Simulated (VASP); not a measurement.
## MgSe: single point with r2SCAN

MgSe:

```xyz
2
Lattice="0.0000 2.7361 2.7361 2.7361 0.0000 2.7361 2.7361 2.7361 0.0000" Properties=species:S:1:pos:R:3 pbc="T T T"
Mg    0.0000    0.0000    0.0000
Se    2.7361    2.7361    2.7361
```

```json
{"Program": "VASP 6.6.1", "Task": "single point", "Functional": "r2SCAN", "Potentials or basis": "VASP PAW PBE potentials, release 64 (Mg, Se)", "Cutoff": "520 eV", "k mesh": "8 × 8 × 8", "Occupations": "gaussian, width 0.02 eV", "Spin": "no spin polarisation"}
```

```json
{"Pressure": "-0.3 GPa", "Band gap on the k mesh": "2.44 eV, indirect (least direct gap 3.41 eV)"}
```

Levels at points of the mesh, in eV from the valence-band top:
```tsv
k point	band 1	band 2	band 3	band 4	band 5	band 6	band 7	band 8
(0.00, 0.00, 0.00)	-13.32	0.00	0.00	0.00	3.41	8.03	8.03	8.03
(0.50, 0.00, 0.00)	-12.19	-4.91	-0.60	-0.60	4.51	6.70	6.70	9.57
(0.50, 0.50, 0.00)	-11.86	-4.26	-1.79	-1.79	2.44	4.56	12.74	13.18
```

It took 58 s on 1 thread of Intel(R) Xeon(R) Platinum 8375C CPU @ 2.90GHz (Ice Lake) (shared host), peak memory 0.17 GiB.

Caveat: the PAW data sets were made with another functional, which shifts forces and pressure a little. r2SCAN opens gaps a little over a GGA but as a rule still falls short of measured ones.
